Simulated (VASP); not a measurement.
Set up this calculation in VASP 6.6.1, as the native input.

```yaml
Task: band structure
Functional: HSE03
Potentials_or_basis: VASP PAW PBE potentials, release 64 (C)
Cutoff: 520 eV
k_mesh: 8 × 8 × 8
Occupations: gaussian, width 0.02 eV
Spin: no spin polarisation
Ladder: gaps
Grid_for_exact_exchange_PRECFOCK: Fast
Further_INCAR_settings: ALGO = Normal; EDIFF = 1e-07
```

The system is C.

```
CELL_PARAMETERS angstrom
0.00000 1.78337 1.78337
1.78337 0.00000 1.78337
1.78337 1.78337 0.00000
ATOMIC_POSITIONS crystal
C 0.75000 0.75000 0.75000
C 0.50000 0.50000 0.50000
```

This isn't the form of C at room conditions, which is graphite.

One way to write it, as run:

POSCAR

```
C
1.0
    0.0000000000      1.7833700000      1.7833700000
    1.7833700000      0.0000000000      1.7833700000
    1.7833700000      1.7833700000      0.0000000000
C
2
Direct
    0.7500000000      0.7500000000      0.7500000000
    0.5000000000      0.5000000000      0.5000000000
```

INCAR.step1

```
SYSTEM = C
PREC = Accurate ; ENCUT = 520
EDIFF = 1E-5 ; ISMEAR = 0
SIGMA = 0.02 ; LREAL = .FALSE.
LASPH = .TRUE. ; NELM = 60
ALGO = Normal ; ISIF = 2
LWAVE = .TRUE. ; LCHARG = .FALSE.
GGA = PE ; KPAR = 4
```

INCAR.step2

```
SYSTEM = C
PREC = Accurate ; ENCUT = 520
EDIFF = 1E-7 ; ISMEAR = 0
SIGMA = 0.02 ; LREAL = .FALSE.
LASPH = .TRUE. ; NELM = 60
ALGO = Normal ; ISIF = 2
LWAVE = .FALSE. ; LCHARG = .FALSE.
GGA = PE ; LHFCALC = .TRUE.
HFSCREEN = 0.3 ; PRECFOCK = Fast
ISTART = 1 ; KPAR = 4
```

KPOINTS

```
Automatic mesh
0
G
  8 8 8
  0 0 0
```

KPOINTS_OPT

```
path GXWKGLUWLK,UX
8
line-mode
reciprocal
 0.0000000000  0.0000000000  0.0000000000  G
 0.5000000000  0.0000000000  0.5000000000  X

 0.5000000000  0.0000000000  0.5000000000  X
 0.5000000000  0.2500000000  0.7500000000  W

 0.5000000000  0.2500000000  0.7500000000  W
 0.3750000000  0.3750000000  0.7500000000  K

 0.3750000000  0.3750000000  0.7500000000  K
 0.0000000000  0.0000000000  0.0000000000  G

 0.0000000000  0.0000000000  0.0000000000  G
 0.5000000000  0.5000000000  0.5000000000  L

 0.5000000000  0.5000000000  0.5000000000  L
 0.6250000000  0.2500000000  0.6250000000  U

 0.6250000000  0.2500000000  0.6250000000  U
 0.5000000000  0.2500000000  0.7500000000  W

 0.5000000000  0.2500000000  0.7500000000  W
 0.5000000000  0.5000000000  0.5000000000  L

 0.5000000000  0.5000000000  0.5000000000  L
 0.3750000000  0.3750000000  0.7500000000  K

 0.6250000000  0.2500000000  0.6250000000  U
 0.5000000000  0.0000000000  0.5000000000  X
```

Potentials or basis: VASP PAW PBE potentials, release 64 (C).

Launch:

```console
$ cat potpaw_PBE.64/C/POTCAR > POTCAR
$ cp INCAR.step1 INCAR
$ mpirun -np 4 vasp_std > vasp.out
$ cp INCAR.step2 INCAR
$ mpirun -np 4 vasp_std > vasp.out
```

Results of the run:

* Pressure: -6.9 GPa
* Band gap on the k mesh: 5.05 eV, indirect (least direct gap 6.75 eV)
* Band gap along the path: 5.05 eV, indirect (least direct gap 6.75 eV)

Caveat: the PAW data sets were made with another functional, which shifts forces and pressure a little.

It took 3.2 min on 4 MPI ranks on AMD EPYC 9R45 96-Core Processor (Zen 5), on a shared host, peak memory 0.21 GiB a rank.
